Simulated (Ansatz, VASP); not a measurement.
**One calculation of Ti, two programs**

File INCAR:

```
SYSTEM = Ti
ALGO = Fast
EDIFF = 1E-6
ENCUT = 520
GGA = PS
ISIF = 2
ISMEAR = 0
LASPH = .TRUE.
LCHARG = .TRUE.
LELF = .TRUE.
LREAL = .FALSE.
LVHAR = .TRUE.
LWAVE = .FALSE.
NBANDS = 12
NELM = 60
PREC = Accurate
SIGMA = 0.15
```

KPOINTS

```
k-points
0
G
  22 22 22
  0 0 0
```

Contents of POSCAR:

```
Ti
1.0
   -1.5264118086      1.5264118086      2.0582136827
    1.5264118086     -1.5264118086      2.0582136827
    1.5264118086      1.5264118086     -2.0582136827
Ti
1
Direct
    0.0000000000      0.0000000000      0.0000000000
```

Input for Ansatz:

```yaml
crystal:
  lattice:
    - [-1.5264118086, 1.5264118086, 2.0582136827]
    - [1.5264118086, -1.5264118086, 2.0582136827]
    - [1.5264118086, 1.5264118086, -2.0582136827]
  atoms:
    - { symbol: Ti, position: [0.0, 0.0, 0.0] }
basis:
  ecutwfc: 520.0
kpoints:
  mp_grid: { grid: [22, 22, 22] }
hamiltonian:
  xc: pbesol
  pseudopotentials: { kind: paw, azcp: { folder: soft_1 } }
scf:
  occupations: { method: gaussian, width: 0.15 }
output:
  forces: true
  stress: true
  eigenvalues: true
```

Alike in both runs: task single point; functional PBEsol; k mesh 22 × 22 × 22; occupations gaussian, width 0.15 eV; no spin polarisation.

|  | VASP | Ansatz |
| --- | --- | --- |
| version | VASP 6.6.1 | Ansatz 0.2.0 |
| potentials or method | VASP PAW PBE potentials, release 64 (Ti_sv) | scalar-relativistic, plane waves, PAW |
| plane-wave cutoff (eV) | 520 | 520 |
| valence electrons in the cell | 12 | 12 |

|  | VASP | Ansatz | Ansatz less VASP |
| --- | --- | --- | --- |
| gap on the k mesh at the Fermi level (eV) | none | none | - |
| pressure (GPa) | -12.9 | -12.5 | +0.35 |
| largest component of the traceless stress (GPa) | 0.98 | 0.99 | +0.012 |

A gap of «none» marks a metal or a gap that the smearing closes. With one functional, cell and mesh, what is left measures potentials, basis and numerics. Ansatz warned: «pseudo_functional_mismatch».

Caveats: the PAW data sets were made with another functional, which shifts forces and pressure a little (VASP).
